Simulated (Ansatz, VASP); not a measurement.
## Pd: VASP beside Ansatz

```
CELL_PARAMETERS angstrom
-1.57228 1.57228 1.60373
1.57228 -1.57228 1.60373
1.57228 1.57228 -1.60373
ATOMIC_POSITIONS crystal
Pd 0.00000 0.00000 0.00000
```

This isn't the form of Pd at room conditions, which is fcc.

Alike in both runs: task single point; functional PBEsol; k mesh 15 × 15 × 15; no spin polarisation.

|  | VASP | Ansatz |
| --- | --- | --- |
| version | VASP 6.6.1 | Ansatz 0.2.0 |
| potentials or method | VASP PAW PBE potentials, release 64 (Pd) | plane waves, PAW |
| plane-wave cutoff (eV) | 520 | 520 |
| occupations | fermi-dirac, width 0.1 eV | fermi-dirac |
| valence electrons in the cell | 10 | 18 |

```csv
,VASP,Ansatz,Ansatz less VASP
pressure (GPa),-12.6,-12.4,+0.22
largest component of the traceless stress (GPa),0.37,0.37,+0.002
```

The two sets of potentials don't hold the same shells in valence.

Caveats: the PAW data sets were made with another functional, which shifts forces and pressure a little (VASP).
